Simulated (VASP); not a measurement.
Input of a VASP 6.6.1 run:

File INCAR:

```
PREC = Accurate
ENCUT = 500
EDIFF = 1E-6
ISMEAR = 0
SIGMA = 0.01
LREAL = F
LASPH = T
NELM = 120
ALGO = Normal
ISIF = 2
LWAVE = F
LCHARG = F
NBANDS = 11
GGA_COMPAT = F
```

File KPOINTS:

```
Automatic mesh
0
Gamma
  10 10 10
```

POSCAR

```
AlP
1.0
    0.0000000000      2.7169339346      2.7169339346
    2.7169339346      0.0000000000      2.7169339346
    2.7169339346      2.7169339346      0.0000000000
Al P
1 1
Direct
    0.0000000000      0.0000000000      0.0000000000
    0.7500000000      0.7500000000      0.7500000000
```

Potentials or basis: VASP PAW LDA potentials, release 64 (Al, P).

Run with:

```bash
$ cat potpaw_LDA.64/Al/POTCAR potpaw_LDA.64/P/POTCAR > POTCAR
$ mpirun -np 1 vasp_std > vasp.out
```

(1) Predict the pressure.

(2) Predict the band gap on the k mesh.

## Answers

(1) 0.0 GPa.

(2) 1.41 eV, indirect (least direct gap 3.24 eV).

**Experimental background.**

A printed reference work, data compilation reports, for a bulk crystal of AlP at 4.2 K: band gap 2.505 eV (indirect).

Against the measured gap of AlP, 2.505 eV (indirect; 4.2 K; a printed reference work, data compilation), the calculated 1.41 eV is off by -1.09 eV. The value is that of LDA on a finite k mesh, which can miss the band edges, without temperature or zero-point motion. Semilocal functionals fall short of measured gaps as a rule.
